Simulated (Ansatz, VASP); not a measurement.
**Two plane-wave programs on Na**

```
Na
1.0
     3.62484    0.00000    0.00000
    -1.81242    3.13921    0.00000
     0.00000    0.00000   12.28139
Na
4
Direct
  0.66667 0.33333 0.75000
  0.00000 0.00000 0.50000
  0.33333 0.66667 0.25000
  0.00000 0.00000 0.00000
```

Change from the starting cell: volume scaled by 0.94.

Alike in both runs: task single point; functional PBE; k mesh 8 × 8 × 3; occupations fermi-dirac, width 0.05 eV; no spin polarisation.

|  | VASP | Ansatz |
| --- | --- | --- |
| version | VASP 6.6.1 | Ansatz 0.2.0 |
| potentials or method | VASP PAW PBE potentials, release 64 (Na_pv) | Ansatz PAW |
| plane-wave cutoff (eV) | 520 | 420 |
| valence electrons in the cell | 28 | 36 |

|  | VASP | Ansatz | Ansatz less VASP |
| --- | --- | --- | --- |
| gap on the k mesh at the Fermi level (eV) | none | none | - |
| pressure (GPa) | 0.5 | 0.5 | 0.00 |
| largest component of the traceless stress (GPa) | 0.72 | 0.72 | +0.001 |

A gap of «none» marks a metal or a gap that the smearing closes. The two sets of potentials don't hold the same shells in valence.
